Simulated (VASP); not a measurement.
Crystal: As.

```
As
1.0
     1.82500   -5.50000    0.00000
     1.82500    5.50000    0.00000
     0.00000    0.00000    4.47000
As
4
Direct
  0.39000 0.61000 0.56000
  0.89000 0.11000 0.94000
  0.61000 0.39000 0.44000
  0.11000 0.89000 0.06000
```

This isn't the form of As at room conditions, which is rhombohedral.

- Program: VASP 6.6.1
- Task: relaxation of cell and atoms
- Functional: LDA
- Potentials or basis: VASP PAW LDA potentials, release 64 (As)
- Cutoff: 600 eV
- k mesh: 8 × 8 × 6
- Occupations: gaussian, width 0.02 eV
- Spin: no spin polarisation

At the start: pressure -1.4 GPa; volume 22.43 Å³/atom.

How do energy, volume and symmetry change on relaxing?

Over 21 steps the energy falls by 11.7 meV/atom and the volume is 21.01 Å³/atom (-6.3 %); space group Cmce (No. 64, to 0.05 Å).

The path:
| step | energy change (eV) | largest force (eV/Å) | pressure (GPa) | volume (Å³) |
| --- | --- | --- | --- | --- |
| 1 | 0.0000 | 0.1431 | -1.44 | 89.74 |
| 2 | -0.0107 | 0.2638 | 0.84 | 87.14 |
| 3 | -0.0125 | 0.1718 | 0.19 | 87.84 |
| 4 | -0.0205 | 0.1549 | 0.04 | 87.45 |
| 5 | -0.0322 | 0.2391 | -0.36 | 86.24 |
| 6 | -0.0379 | 0.1745 | -0.34 | 85.75 |
| 7 | -0.0432 | 0.0277 | -0.21 | 84.54 |
| 8 | -0.0433 | 0.0398 | -0.23 | 84.66 |
| 9 | -0.0445 | 0.0428 | -0.05 | 84.34 |
| 10 | -0.0455 | 0.0464 | 0.23 | 83.83 |
| 11 | -0.0456 | 0.0491 | 0.36 | 83.60 |
| 12 | -0.0462 | 0.0517 | 0.07 | 83.71 |
| 13 | -0.0462 | 0.0493 | 0.08 | 83.71 |
| 14 | -0.0466 | 0.0280 | 0.01 | 83.83 |
| 15 | -0.0466 | 0.0255 | -0.03 | 83.89 |
| 16 | -0.0469 | 0.0045 | 0.01 | 83.93 |
| 17 | -0.0470 | 0.0075 | 0.04 | 83.95 |
| 18 | -0.0470 | 0.0095 | 0.05 | 83.95 |
| 19 | -0.0470 | 0.0136 | 0.06 | 83.96 |
| 20 | -0.0470 | 0.0105 | 0.05 | 83.95 |
| 21 | -0.0470 | 0.0096 | -0.03 | 84.04 |

Final structure:
```
CELL_PARAMETERS angstrom
1.86998 -5.38761 0.00000
1.86998 5.38761 0.00000
0.00000 0.00000 4.17083
ATOMIC_POSITIONS crystal
As 0.38685 0.61315 0.55172
As 0.88685 0.11315 0.94828
As 0.61315 0.38685 0.44828
As 0.11315 0.88685 0.05172
```
